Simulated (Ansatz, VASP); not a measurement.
Two plane-wave programs on CdTe

```xyz
2
Lattice="0.0000 2.9339 2.9339 2.9339 0.0000 2.9339 2.9339 2.9339 0.0000" Properties=species:S:1:pos:R:3 pbc="T T T"
Cd    0.0000    0.0000    0.0000
Te    4.4008    4.4008    4.4008
```

Alike in both runs: functional PBE; k mesh 10 × 10 × 10; no spin polarisation.

Ansatz relaxed the structure, and its values are those at the end. VASP's run is a single point on that final structure, the one shown.

|  | VASP | Ansatz |
| --- | --- | --- |
| version | VASP 6.6.1 | Ansatz 0.2.0 |
| potentials or method | VASP PAW PBE potentials, release 64 (Cd, Te) | scalar-relativistic, plane waves, PAW |
| plane-wave cutoff (eV) | 520 | 420 |
| occupations | gaussian, width 0.01 eV | fixed |
| valence electrons in the cell | 18 | 36 |

```tsv
	VASP	Ansatz	Ansatz less VASP
gap on the k mesh at the Fermi level (eV)	1.71	1.68	-0.026
least direct gap on the mesh (eV)	1.71	1.68	-0.026
```

The two sets of potentials don't hold the same shells in valence.

Caveats: spin-orbit coupling is left out, which moves the levels of the heavy elements. As with any semilocal functional, this PBE gap is likely too small. A k mesh can miss the band edges.
